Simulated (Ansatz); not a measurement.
# Rb: enthalpy against pressure

Rb, Im-3m, a = 5.671 Å. Ansatz: PBE, PAW, 420 eV, Γ-centred 10×10×10 mesh on 1 atom, Gaussian smearing 0.10 eV; no spin polarisation. The cell is relaxed at each pressure, and no other structure is tried, so the rows at high pressure may lie past a change of phase. y is the enthalpy over the state at zero pressure; there V0 = 91.169 Å³/atom. The pressures are the targets, met within 0.08 GPa.

```tsv
P (GPa)	y (eV/atom)
0.0	0.0000
2.0	0.9226
5.0	1.9597
10.0	?
20.0	5.3915
40.0	8.2941
```

Task: Fit y = c1 P + c2 P² + c3 P³ to the other rows, say what c1 and c2 mean, and predict the missing value.

Result: Least squares on the rows shown. y = 0.45648 P − 0.012473 P² + 0.00015614 P³. Since dH/dP = V, c1 is V0: 0.45648 eV/GPa × 160.2 = 73.128 Å³ against 91.169; c2 = −V0/(2B0) gives B0 = 18 GPa, where a Birch–Murnaghan fit to the volumes of the same runs (not shown) gives 3.0 GPa. The volume falls by 78 % over the range, most steeply at the start, which a cubic can't follow: here c1 isn't V0 and c2 doesn't give B0. Above P = −c2/(3 c3) = 27 GPa the cubic's slope, the volume, would rise with pressure, so the form fails there. At P = 10.0 the fit asked for gives 3.4736 eV/atom. The run gave 3.3259 eV/atom, so the fit is 0.1477 eV/atom too high, 1.8 % of the span of the series, against an rms of 0.0329 eV/atom on the fitted rows. With a term in P⁴ added, a fit to the same known rows (none to spare) predicts 3.1682 eV/atom, which misses by about as much or more on the other side: the known rows don't fix the higher terms. Also, this row ran on the mesh 14×14×14, its neighbour on 12×12×12, which can shift it a little.

The mesh isn't the same in all rows (10×10×10, 12×12×12, 14×14×14, 16×16×16).